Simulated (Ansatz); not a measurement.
**All-electron card of BeS**

```
Be S
1.0
     0.00000    2.31446    2.31446
     2.31446    0.00000    2.31446
     2.31446    2.31446    0.00000
Be S
1 1
Cartesian
  0.0000 0.0000 0.0000
  2.3145 2.3145 2.3145
```

Atoms are numbered in the order listed.

The structure comes from a relaxation in the same program, started in the rocksalt type, and has space group Fm-3m. Whether it is a known phase or the ground state wasn't checked.

Levels of theory: DFT, PBE, all-electron LAPW, scalar-relativistic (Ansatz 0.2.0); DFT, PBE, PAW with Ansatz's default frozen-core files, scalar-relativistic (Ansatz 0.2.0).

For LAPW: a Γ-centred 13×13×13 k mesh, Fermi–Dirac smearing of 0.08 eV, basis error target 1 meV/atom, no spin polarisation. PAW takes a cutoff of 420 eV at this cell. The Ansatz runs share mesh, smearing and spin set-up. Values come from LAPW unless marked.

```yaml
Löwdin_charges_with_0.32_e_of_the_cell_spilling_out_of_the_atomic_basis_so_their_sizes_and_signs_hang_on_that_basis: Be1 1.41, S2 -1.10 e
Pressure_at_this_cell: 0.04 GPa
Volume_per_atom: 12.40 Å³
```

Q: Predict this quantity. Bader charges (from the PAW run).

A: Be1 +1.63, S2 -1.63 e.

Q: Predict this quantity. Band gap.

A: 0.97 eV, indirect from the line K (0.375, 0.375, 0.75)–Γ to X (0.5, 0, 0.5).

Q: Predict this quantity. Smallest direct gap on the path.

A: 4.16 eV.
